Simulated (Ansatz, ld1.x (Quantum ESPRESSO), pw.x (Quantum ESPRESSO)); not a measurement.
# Hg: one change to the TM potential, in the atom and in the fcc crystal

| Quantity | Value |
| --- | --- |
| Element | Hg (Z = 80) |
| Generator | ld1.x (Quantum ESPRESSO) 7.5 |
| Type | norm-conserving Troullier–Martins (Kleinman–Bylander form) |
| Functional | PBE |
| Relativity | scalar-relativistic |
| Frozen core | [Xe] 4f14 |
| Valence charge | 12 |
| Reference configuration | 5d10 6s2 6p0 |
| Partial waves | 6s (bound): rc 1.95 bohr; 5d (bound): rc 1.20 bohr; 6p (bound, empty): rc 3.60 bohr |
| Local potential | the p channel |
| Core correction | none |

Change: wave 6p (bound): rc 3.60 bohr becomes 6p (bound): rc 3.88 bohr.

Cutoffs, loose and tight: the cutoffs (Ry, on a coarse ladder) from which the occupation-weighted sum of valence levels, in a spherical-Bessel basis at the reference potential, stays within 10 and 1 mRy of its value at 400 Ry. They do not see the model core or the augmentation charge, which bear on the density cutoff. Test errors are all-electron minus pseudo excitation energies from the reference, over the configurations 5d10 6s1 6p0; 5d10 6s0 6p0; 5d9 6s0 6p0; 5d10 6s1.5 6p0; 5d9 6s2 6p0; 5d8 6s0 6p0; 5d10 6s0 6p1; variants that change the core or the reference have their own tests.

Crystal test: fcc Hg in pw.x 7.5, no spin, 11³ k-points, Fermi–Dirac smearing 0.01 Ry, cutoffs set for each file from its atomic test. The reference is all-electron LAPW (Ansatz 0.2.0) with the same functional, mesh and smearing; V0 and B0 come from Birch–Murnaghan fits to the pressures at five volumes. Errors are pseudo minus all-electron; Δ is the rms difference of the E(V) curves that follow from these fits, minima aligned, over ±6 % about the mean V0. Mesh and smearing are coarse, so the numbers serve the comparison and aren't converged zero-temperature values; the lattice is a test structure that the element need not adopt.

All-electron: a0 = 4.988 Å (V0 = 31.03 Å³/atom), B0 = 3.7 GPa.

Task: Does the change bring the crystal closer to the all-electron result?

Result: The mean pressure error goes from -0.20 to -1.05 GPa, so the change moves the solid further from the all-electron pressures. At 80 % of its cutoff the pressure of the base moves by -0.53 GPa.

```csv
quantity,base,changed
outcome (atom),generated,generated
"cutoff, loose (atom)",70 Ry,70 Ry
"cutoff, tight (atom)",90 Ry,90 Ry
bound ghosts (atom),none,none
largest test error (meV) (atom),-207 over the solved tests; 1 of 7 tests not solved or not reliable,-222 over the solved tests; 1 of 7 tests not solved or not reliable
cutoffs in pw.x (Ry),110/440,110/440
a0 (Å),4.899,–
a0 error (%),-1.80,–
B0 error (%),+3.7,–
Δ (meV/atom),1.3,–
mean pressure error (GPa),-0.20,-1.05
```

A dash: not determined, or the minimum lies outside the volumes sampled.

Base: The largest radius (3.60 bohr) exceeds half the bond length (3.33 bohr), so the spheres overlap, which is one possible source of error among others. This is a poor potential for the solid. Atomic configuration tests: 1 of 7 tests not solved or not reliable. Changed file: The largest radius (3.88 bohr) exceeds half the bond length (3.33 bohr), so the spheres overlap, which is one possible source of error among others. This is a poor potential for the solid. The pseudo pressure rises with volume over part of the range, a mechanical instability. Atomic configuration tests: 1 of 7 tests not solved or not reliable. The logarithmic derivative shows an extra or strongly shifted pseudo pole above the reference energy (s near 1.12 Ry). The atomic cutoffs weigh occupied waves only.
